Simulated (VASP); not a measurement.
The system is GaN.

```xyz
2
Lattice="0.0000 2.2500 2.2500 2.2500 0.0000 2.2500 2.2500 2.2500 0.0000" Properties=species:S:1:pos:R:3 pbc="T T T"
Ga    0.0000    0.0000    0.0000
N     1.1250    1.1250    1.1250
```

The cell was built by a generator and needn't be a form met in nature.

Base run:

```yaml
Program: VASP 6.6.1
Functional: TB-mBJ
Potentials_or_basis: VASP PAW PBE potentials, release 64 (Ga_d, N)
Cutoff: 520 eV
k_mesh: 8 × 8 × 8
Occupations: fermi-dirac, width 0.05 eV
Spin: no spin polarisation
```

Its results: band gap on the k mesh 2.89 eV, direct.

Problem. The run is repeated on the same cell with these changes: functional from TB-mBJ to r2SCAN. What comes out?

Solution. Band gap on the k mesh 2.15 eV, direct.

A k mesh can miss the band edges.

Not every run made on this cell is shown here.
